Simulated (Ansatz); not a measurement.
**Zr: single point with r2SCAN+D3(BJ)**

Crystal: Zr.

```xyz
2
Lattice="3.2320 0.0000 0.0000 -1.6160 2.7990 0.0000 0.0000 0.0000 5.1470" Properties=species:S:1:pos:R:3 pbc="T T T"
Zr    1.6160    0.9330    3.8603
Zr    0.0000    1.8660    1.2868
```

```
Program             : Ansatz 0.2.0
Task                : single point
Functional          : r2SCAN
Dispersion          : D3(BJ)
Potentials or basis : JTH PAW
Cutoff              : 990 eV (not typed: the program's choice for these potentials)
k mesh              : 9 × 9 × 5
Occupations         : methfessel-paxton, width 0.01 eV
Spin                : no spin polarisation
```

| Property | Result |
| --- | --- |
| Pressure | -1.0 GPa |
| Band gap on the k mesh | none (metal or under the smearing width) |

Stress tensor (GPa, compression positive):
```
-1.20  0.00  0.00
 0.00 -1.20  0.00
 0.00  0.00 -0.62
```

Levels at points of the mesh, in eV from the Fermi level:
| k point | band 8 | band 9 | band 10 | band 11 | band 12 | band 13 | band 14 | band 15 | band 16 |
| --- | --- | --- | --- | --- | --- | --- | --- | --- | --- |
| (0.00, 0.00, 0.00) | -27.43 | -6.07 | -3.27 | 0.90 | 0.90 | 0.97 | 1.06 | 1.65 | 1.65 |

It took 5 s on 2 threads of Arm Neoverse V1, with other jobs on the host, peak memory 0.66 GiB.

Caveat: pairwise dispersion overbinds metals, which lowers pressure and volume; the dispersion damping was fitted for another functional or another form of the correction.
